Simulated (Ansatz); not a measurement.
# MgO (Fm-3m) in Ansatz: further runs

The runs below take MgO through band structure, with PBE, LDA, PBEsol, r2SCAN50, HF.

Program: Ansatz 0.2.0. These are calculated values, not measurements. Logs are shortened: lines on timing, memory, paths and dates and some standing lists are left out, and cuts for length are marked.

**Experimental background.**

“Electronic structure of alkaline earth and post-transition metal oxides”, 2009, arxiv:0908.1581 quotes, for a bulk crystal of MgO: band gap 7.83 eV.

The results are compared with them further down.

### 1 The crystal as given

It takes space group Fm-3m (No. 225, cubic). Conventional cell: a = 4.194 Å, b = 4.194 Å, c = 4.194 Å, α = 90.00°, β = 90.00°, γ = 90.00°. Mg (site symmetry m-3m) is surrounded by 6 O at 2.10 Å. O (site symmetry m-3m) is surrounded by 6 Mg at 2.10 Å.

The cell is a database's computed one.

### 2 Band structure, PBE

input.yaml reads:

```yaml
crystal:
  lattice:
    - [0.0, 2.0970013927, 2.0970013927]
    - [2.0970013927, 0.0, 2.0970013927]
    - [2.0970013927, 2.0970013927, 0.0]
  atoms:
    - { symbol: Mg, position: [0.0, 0.0, 0.0] }
    - { symbol: O, position: [0.5, 0.5, 0.5] }
hamiltonian:
  xc: pbe
  pseudopotentials: { kind: paw }
kpoints:
  mp_grid: { grid: [11, 11, 11] }
  band_path:
    path:
      - [[0.0, 0.0, 0.0], [0.5, 0.0, 0.5], [0.5, 0.25, 0.75], [0.375, 0.375, 0.75], [0.0, 0.0, 0.0], [0.5, 0.5, 0.5], [0.625, 0.25, 0.625], [0.5, 0.25, 0.75], [0.5, 0.5, 0.5], [0.375, 0.375, 0.75]]
      - [[0.625, 0.25, 0.625], [0.5, 0.0, 0.5]]
    npoints: 14
scf:
  occupations: { method: fermi_dirac, width: 0.05 }
  n_extra_bands: 6
output:
  forces: true
  stress: true
  eigenvalues: true
  fatbands: false
  write_density: true
  write_potential: true
  elf: true
  volumetric_format: npy
```

Potentials or basis: Ansatz PAW.

Launch:

```
$ ansatz run input.yaml --threads 2 --pin off --max-ram 5632MiB --backend cpu --events-out ev --progress --plain --runs-dir out
```

Output:

```text
Warning: RAYON_NUM_THREADS=2 ignored (pool sized by the plan → 2); use --threads N
scf.n_extra_bands = 6 over 8 filled bands (N_el = 16.0): the run solves 14 bands
Engine: ansatz 0.2.0, aarch64-unknown-linux-gnu
Pseudopotentials: kind: paw
Pseudopotential: Mg, paw, valence charge 10, recommended cutoff 420 eV (normal), Mg.paw.azcp
Pseudopotential: O, paw, valence charge 6, recommended cutoff 420 eV (normal), O.paw.azcp
Functional definition: PBE
  parameter kappa = 0.804
  parameter beta = 0.06672455060314922
  exchange = pbe_x(kappa = kappa, mu = beta*pi^2/3)
  correlation = pbe_c(beta = beta)
Crystal: 2 atoms, lattice volume = 18.443 Å³
Basis set: ecut = 420 eV, 339 PW (Γ), exchange–correlation on 40×40×40 points (8 copies of the dense FFT grid, shifted against one another)
Bands: 14, of which v1, the nominal top of the filled ones, is band 8 counted from 1 (7 counted from 0)
Symmetry: 48 space group operations
Space group: Fm-3m (ITA 225), of the structure as read, at distance tolerance 2.6e-5 Å
k-points: 56 of 1331
Non-local potential: Mg, projectors of the file, l = 0: 3, l = 1: 2, l = 2: 1
Non-local potential: O, projectors of the file, l = 0: 2, l = 1: 2, l = 2: 1
PAW form: soft (Blöchl's): semilocal exchange-correlation on the pseudo side does not see the compensation charge
PAW one-centre angular grid: Mg, 110 points (default); XC on 64 Gauss nodes
PAW one-centre angular grid: O, 110 points (default); XC on 64 Gauss nodes
Initial density: superposition of atomic densities (neutral atoms: chi_scale 0, normalization atom), corrected by the library's trained network
Initial wavefunctions: pseudopotential atomic-orbital guess
Functional: x = pbe(κ = 0.804, μ = 0.2195149727645171), c = pbe(β = 0.06672455060314922)
SCF iter   1: F=—  HF=-2494.122209 eV  |F-HF|=—  |Δ(HF+E_count)|=         —  Δρ=5.84e-4  dr2=7.43e-6  ethr=1.77e-3  ⟨swp⟩=5.5  Hψ=4324  notcnv=0  defer=18
preconditioner: auto → none  [insulator: Δε(μ)=4.867 eV  Ē_g=21.416 eV  σ=0.050 eV  W_gap=1.00  n_scr=8 (ndim 8)  ℏωp=24.5 eV  f_vac=0.000  D(μ)=0.00/eV (n_scr^D=0)  ε∞_Penn≈2.3]
SCF iter   2: F=—  HF=-2494.122356 eV  |F-HF|=—  |Δ(HF+E_count)|=   1.47e-4  Δρ=4.58e-4  dr2=2.06e-5  ethr=4.64e-8  ⟨swp⟩=3.7  Hψ=2041  notcnv=0  defer=38
SCF iter   3: F=—  HF=-2494.122375 eV  |F-HF|=—  |Δ(HF+E_count)|=   1.92e-5  Δρ=2.55e-4  dr2=5.95e-6  ethr=4.64e-8  ⟨swp⟩=2.6  Hψ=1037  notcnv=0  defer=38
SCF iter   4: F=—  HF=-2494.122391 eV  |F-HF|=—  |Δ(HF+E_count)|=   1.58e-5  Δρ=3.96e-5  dr2=1.36e-7  ethr=3.72e-8  ⟨swp⟩=2.1  Hψ=940  notcnv=0  defer=38
iter 5 did not close the SCF: its close was put off for the readings that it lacked (scf_convergence_deferred on its scf_iter line)
SCF iter   5: F=-2494.122391 eV  HF=-2494.122391 eV  |F-HF|=6.47e-9  |Δ(HF+E_count)|=   4.56e-8  Δρ=8.20e-6  dr2=7.22e-9  ethr=8.52e-10  ⟨swp⟩=2.2  Hψ=1109  notcnv=0  defer=38
SCF iter   6: F=-2494.122391 eV  HF=-2494.122391 eV  |F-HF|=4.08e-10  |Δ(HF+E_count)|=   2.36e-9  Δρ=1.88e-6  dr2=3.05e-10  ethr=4.51e-11  ⟨swp⟩=7.8  Hψ=4206  notcnv=0
SCF 1 converged in 6 iterations: F = -2494.122391 eV  dr2 = 3.05e-10
NSCF: frozen V_eff on 142 k-points
SCF converged after 6 iterations
Free energy (F): -2494.122391 eV
Harris-Foulkes:  -2494.122391 eV  (|F-HF|=4.08e-10)
Internal energy: -2494.122391 eV  (E = F + TS)
E sigma→0 (E₀):  -2494.122391 eV
Fermi energy:    10.791496 eV
--- Per-component energies (eV) ---
  E_band       = -289.824434
  E_kinetic    = 256.228097
  E_local      = -1594.290969  (includes V_loc(G=0)·N_el)
  E_nonlocal   = 142.843452
  E_hartree    = 551.485528
  E_xc         = -105.411159
  E_vxc        = -135.097033  (∫ρ·V_xc dr)
  E_paw        = -450.061202  (= ΣΔE_a)
  E_vpaw       = -62.480939  (= ΣTr[D̂ρ^β])
  E_aug_tail   = 0.002518  (compensation charges beyond the density's cutoff)
  E_ewald      = -1294.918655
  E_smearing   = -0.000000  (= −TS)
  E_closure    = -0.000000  (closes the sum)
  Σ components = -2494.122391   (vs F -2494.122391, Δ=0.00e0)
--- Forces (eV/Å), atoms counted from 1 ---
  atom   1  Mg    -0.00000000    -0.00000000     0.00000000
  atom   2  O      0.00000000    -0.00000000    -0.00000000
  max |Σ_I F_I| component: 2.07e-29 eV/Å
--- Stress (GPa, compression-positive) ---
        6.907548       0.000000      -0.000000
        0.000000       6.907548       0.000000
        0.000000       0.000000       6.907548
  P = ⅓ Tr σ = 6.9075 GPa (69.075 kbar)
--- Band table (eV; the first three rows and the last of 56) ---
  k-point 0: bands = ["-63.9554", "-30.6748", "-30.6748", "-30.6748", "-9.0220", "8.2961", "8.2961", "8.2961", "13.1654", "24.1918", "24.1918", "24.1918", "28.0801", "29.9149"]
  k-point 1: bands = ["-63.9547", "-30.6821", "-30.6755", "-30.6755", "-8.9294", "7.7456", "8.2390", "8.2390", "13.6951", "23.0919", "24.3956", "24.3956", "29.3065", "29.3065"]
  k-point 2: bands = ["-63.9527", "-30.7017", "-30.6774", "-30.6774", "-8.6707", "6.5696", "8.0896", "8.0896", "14.7693", "21.6442", "24.8524", "24.8524", "28.5945", "28.5945"]
  k-point 55: bands = ["-63.9433", "-30.7309", "-30.7274", "-30.7045", "-7.3919", "5.1788", "5.3886", "6.6519", "19.6291", "20.3185", "20.6405", "24.2964", "29.6430", "31.0071"]
```

It took 1.2 s on 2 threads of Arm Neoverse V1, shared host; peak memory 0.26 GiB.

Results:

* Free energy: -2494.1224 eV
* Pressure: 6.9 GPa
* Band gap on the k mesh: 4.87 eV, direct
* Band gap along the path: 4.87 eV, direct

Levels at the corners of the path, in eV from the valence-band top:
| point | band 4 | band 5 | band 6 | band 7 | band 8 | band 9 | band 10 | band 11 | band 12 | band 13 |
| --- | --- | --- | --- | --- | --- | --- | --- | --- | --- | --- |
| Γ | -38.97 | -17.32 | 0.00 | 0.00 | 0.00 | 4.87 | 15.90 | 15.90 | 15.90 | 19.78 |
| X | -39.00 | -15.74 | -4.10 | -1.36 | -1.36 | 9.16 | 10.13 | 13.25 | 19.19 | 19.19 |
| W | -39.00 | -15.68 | -2.97 | -2.97 | -1.79 | 11.75 | 11.75 | 12.34 | 15.71 | 22.13 |
| K | -38.99 | -15.71 | -3.51 | -2.73 | -1.15 | 10.18 | 11.94 | 12.66 | 18.33 | 18.47 |
| Γ | -38.97 | -17.32 | 0.00 | 0.00 | 0.00 | 4.87 | 15.90 | 15.90 | 15.90 | 19.78 |
| L | -38.98 | -15.96 | -4.66 | -0.66 | -0.66 | 8.00 | 12.76 | 16.48 | 16.48 | 21.07 |
| U | -38.99 | -15.71 | -3.51 | -2.73 | -1.15 | 10.18 | 11.94 | 12.66 | 18.33 | 18.47 |
| W | -39.00 | -15.68 | -2.97 | -2.97 | -1.79 | 11.75 | 11.75 | 12.34 | 15.71 | 22.13 |
| L | -38.98 | -15.96 | -4.66 | -0.66 | -0.66 | 8.00 | 12.76 | 16.48 | 16.48 | 21.07 |
| K | -38.99 | -15.71 | -3.51 | -2.73 | -1.15 | 10.18 | 11.94 | 12.66 | 18.33 | 18.47 |
| U | -38.99 | -15.71 | -3.51 | -2.73 | -1.15 | 10.18 | 11.94 | 12.66 | 18.33 | 18.47 |
| X | -39.00 | -15.74 | -4.10 | -1.36 | -1.36 | 9.16 | 10.13 | 13.25 | 19.19 | 19.19 |

Caveat: the pressure holds a Pulay correction of +0.6 GPa for the finite cutoff.

### 3 Band structure, LDA

input.yaml, as its differences from that of step 2:

```diff
@@ -9,3 +9,3 @@
 hamiltonian:
-  xc: pbe
+  xc: lda
   pseudopotentials: { kind: paw }
```

Potentials or basis: Ansatz PAW.

Launch:

```
$ ansatz run input.yaml --threads 2 --pin off --max-ram 5632MiB --backend cpu --events-out ev --progress --plain --runs-dir out
```

Output:

```text
Warning: RAYON_NUM_THREADS=2 ignored (pool sized by the plan → 2); use --threads N
scf.n_extra_bands = 6 over 8 filled bands (N_el = 16.0): the run solves 14 bands
[... 4 set-up lines as earlier in the session ...]
Functional definition: SPW92
  exchange = slater_x
  correlation = pw_c
Crystal: 2 atoms, lattice volume = 18.443 Å³
Basis set: ecut = 420 eV, 339 PW (Γ)
Bands: 14, of which v1, the nominal top of the filled ones, is band 8 counted from 1 (7 counted from 0)
[... 2 set-up lines as earlier in the session ...]
k-points: 56 of 1331
[... 3 set-up lines as earlier in the session ...]
PAW frozen core: Mg, regenerated for the run's functional, and the local potential with it (the file was generated under x = pbe(κ = 0.804, μ = 0.2195149727645171), c = pbe(β = 0.06672455060314922))
PAW frozen core: O, regenerated for the run's functional, and the local potential with it (the file was generated under x = pbe(κ = 0.804, μ = 0.2195149727645171), c = pbe(β = 0.06672455060314922))
[... 4 set-up lines as earlier in the session ...]
Functional: x = slater, c = lda
SCF iter   1: F=—  HF=-2460.077011 eV  |F-HF|=—  |Δ(HF+E_count)|=         —  Δρ=1.74e-2  dr2=4.46e-2  ethr=1.77e-3  ⟨swp⟩=5.6  Hψ=4350  notcnv=0  defer=18
preconditioner: auto → none  [insulator: Δε(μ)=4.631 eV  Ē_g=20.943 eV  σ=0.050 eV  W_gap=1.00  n_scr=8 (ndim 8)  ℏωp=24.5 eV  f_vac=0.000  D(μ)=0.00/eV (n_scr^D=0)  ε∞_Penn≈2.4]
SCF iter   2: F=—  HF=-2460.061898 eV  |F-HF|=—  |Δ(HF+E_count)|=   1.51e-2  Δρ=5.96e-3  dr2=6.29e-3  ethr=2.79e-4  ⟨swp⟩=2.0  Hψ=1470  notcnv=0  defer=81
SCF iter   3: F=—  HF=-2460.059781 eV  |F-HF|=—  |Δ(HF+E_count)|=   2.12e-3  Δρ=8.66e-4  dr2=8.04e-5  ethr=3.93e-5  ⟨swp⟩=2.3  Hψ=928  notcnv=0  defer=81
SCF iter   4: F=—  HF=-2460.059745 eV  |F-HF|=—  |Δ(HF+E_count)|=   3.61e-5  Δρ=9.33e-5  dr2=1.49e-6  ethr=5.03e-7  ⟨swp⟩=1.7  Hψ=821  notcnv=0  defer=81
iter 5 did not close the SCF: its close was put off for the readings that it lacked (scf_convergence_deferred on its scf_iter line)
SCF iter   5: F=-2460.059745 eV  HF=-2460.059745 eV  |F-HF|=6.94e-9  |Δ(HF+E_count)|=   3.57e-7  Δρ=1.13e-5  dr2=8.42e-9  ethr=9.29e-9  ⟨swp⟩=2.0  Hψ=858  notcnv=0  defer=81
SCF iter   6: F=-2460.059745 eV  HF=-2460.059745 eV  |F-HF|=1.46e-10  |Δ(HF+E_count)|=   8.51e-9  Δρ=1.05e-6  dr2=1.19e-10  ethr=5.26e-11  ⟨swp⟩=8.6  Hψ=4437  notcnv=0
SCF 1 converged in 6 iterations: F = -2460.059745 eV  dr2 = 1.19e-10
NSCF: frozen V_eff on 142 k-points
SCF converged after 6 iterations
Free energy (F): -2460.059745 eV
Harris-Foulkes:  -2460.059745 eV  (|F-HF|=1.46e-10)
Internal energy: -2460.059745 eV  (E = F + TS)
E sigma→0 (E₀):  -2460.059745 eV
Fermi energy:    10.373508 eV
--- Per-component energies (eV) ---
  E_band       = -292.954106
  E_kinetic    = 255.002785
  E_local      = -1593.135680  (includes V_loc(G=0)·N_el)
  E_nonlocal   = 145.555112
  E_hartree    = 548.978673
  E_xc         = -103.767660
  E_vxc        = -133.932014  (∫ρ·V_xc dr)
  E_paw        = -418.024291  (= ΣΔE_a)
  E_vpaw       = -64.404395  (= ΣTr[D̂ρ^β])
  E_aug_tail   = 0.002571  (compensation charges beyond the density's cutoff)
  E_ewald      = -1294.918655
  E_core_change = 0.247401  (= ΣΔE_core)
  E_smearing   = -0.000000  (= −TS)
  E_closure    = -0.000000  (closes the sum)
  Σ components = -2460.059745   (vs F -2460.059745, Δ=0.00e0)
--- Forces (eV/Å), atoms counted from 1 ---
  atom   1  Mg    -0.00000000    -0.00000000    -0.00000000
  atom   2  O      0.00000000     0.00000000     0.00000000
  max |Σ_I F_I| component: 9.96e-30 eV/Å
--- Stress (GPa, compression-positive) ---
       -4.105142       0.000000       0.000000
       -0.000000      -4.105142      -0.000000
       -0.000000       0.000000      -4.105142
  P = ⅓ Tr σ = -4.1051 GPa (-41.051 kbar)
--- Band table (eV; the first three rows and the last of 56) ---
  k-point 0: bands = ["-63.5138", "-30.9115", "-30.9115", "-30.9115", "-9.1473", "7.9218", "7.9218", "7.9218", "12.7050", "23.5385", "23.5385", "23.5385", "27.5470", "29.2314"]
  k-point 1: bands = ["-63.5130", "-30.9191", "-30.9122", "-30.9122", "-9.0510", "7.3639", "7.8636", "7.8636", "13.2319", "22.4622", "23.7412", "23.7412", "28.5931", "28.5931"]
  k-point 2: bands = ["-63.5109", "-30.9394", "-30.9143", "-30.9143", "-8.7814", "6.1723", "7.7111", "7.7111", "14.2911", "21.0318", "24.1907", "24.1907", "27.8680", "27.8680"]
  k-point 55: bands = ["-63.5006", "-30.9700", "-30.9664", "-30.9425", "-7.4343", "4.7483", "4.9594", "6.2422", "19.0492", "19.7373", "19.9648", "23.6311", "28.9171", "30.2836"]
```

Wall time 1.2 s (2 threads of Arm Neoverse V1, shared host); peak memory 0.26 GiB.

What came out:

- Free energy: -2460.0597 eV
- Pressure: -4.1 GPa
- Band gap on the k mesh: 4.78 eV, direct
- Band gap along the path: 4.78 eV, direct

Levels at the corners of the path, in eV from the valence-band top:
| point | band 6 | band 7 | band 8 | band 9 | band 10 | band 11 |
| --- | --- | --- | --- | --- | --- | --- |
| Γ | 0.00 | 0.00 | 0.00 | 4.78 | 15.62 | 15.62 |
| X | -4.17 | -1.38 | -1.38 | 8.94 | 9.85 | 13.03 |
| W | -3.03 | -3.03 | -1.83 | 11.54 | 11.54 | 12.04 |
| K | -3.57 | -2.79 | -1.17 | 9.96 | 11.66 | 12.45 |
| Γ | 0.00 | 0.00 | 0.00 | 4.78 | 15.62 | 15.62 |
| L | -4.74 | -0.68 | -0.68 | 7.83 | 12.54 | 16.15 |
| U | -3.57 | -2.79 | -1.17 | 9.96 | 11.66 | 12.45 |
| W | -3.03 | -3.03 | -1.83 | 11.54 | 11.54 | 12.04 |
| L | -4.74 | -0.68 | -0.68 | 7.83 | 12.54 | 16.15 |
| K | -3.57 | -2.79 | -1.17 | 9.96 | 11.66 | 12.45 |
| U | -3.57 | -2.79 | -1.17 | 9.96 | 11.66 | 12.45 |
| X | -4.17 | -1.38 | -1.38 | 8.94 | 9.85 | 13.03 |

Caveat: the pressure holds a Pulay correction of +0.8 GPa for the finite cutoff; the PAW data sets come from PBE, with cores solved anew for the run's functional, which leaves a small shift of forces and pressure.

### 4 Band structure, PBEsol

input.yaml, as its differences from that of step 3:

```diff
@@ -9,3 +9,3 @@
 hamiltonian:
-  xc: lda
+  xc: pbesol
   pseudopotentials: { kind: paw }
@@ -26,5 +26 @@
   fatbands: false
-  write_density: true
-  write_potential: true
-  elf: true
-  volumetric_format: npy
```

Launch:

```
$ ansatz run input.yaml --threads 2 --pin off --max-ram 5632MiB --backend cpu --events-out ev --progress --plain --runs-dir out
```

Run time: 1.2 s. Hardware: 2 threads of Arm Neoverse V1, shared host; peak memory 0.25 GiB.

Results (log left out):

| Quantity | Value |
| --- | --- |
| Free energy | -2475.8696 eV |
| Pressure | 2.3 GPa |
| Band gap on the k mesh | 4.76 eV, direct |
| Band gap along the path | 4.76 eV, direct |

Levels at the corners of the path, in eV from the valence-band top:
```csv
point,band 4,band 5,band 6,band 7,band 8,band 9,band 10,band 11,band 12,band 13
Γ,-38.72,-17.26,0.00,0.00,0.00,4.76,15.75,15.75,15.75,19.53
X,-38.75,-15.65,-4.17,-1.37,-1.37,8.97,10.01,13.10,19.04,19.04
W,-38.76,-15.58,-3.02,-3.02,-1.81,11.59,11.59,12.23,15.57,21.98
K,-38.75,-15.62,-3.57,-2.77,-1.17,10.01,11.82,12.51,18.18,18.33
Γ,-38.72,-17.26,0.00,0.00,0.00,4.76,15.75,15.75,15.75,19.53
L,-38.73,-15.88,-4.73,-0.67,-0.67,7.83,12.64,16.32,16.32,20.93
U,-38.75,-15.62,-3.57,-2.77,-1.17,10.01,11.82,12.51,18.18,18.33
W,-38.76,-15.58,-3.02,-3.02,-1.81,11.59,11.59,12.23,15.57,21.98
L,-38.73,-15.88,-4.73,-0.67,-0.67,7.83,12.64,16.32,16.32,20.93
K,-38.75,-15.62,-3.57,-2.77,-1.17,10.01,11.82,12.51,18.18,18.33
U,-38.75,-15.62,-3.57,-2.77,-1.17,10.01,11.82,12.51,18.18,18.33
X,-38.75,-15.65,-4.17,-1.37,-1.37,8.97,10.01,13.10,19.04,19.04
```

Caveat: the pressure holds a Pulay correction of +0.7 GPa for the finite cutoff; the PAW data sets come from PBE, with cores solved anew for the run's functional, which leaves a small shift of forces and pressure.

(Continued in part 2 of 2.)
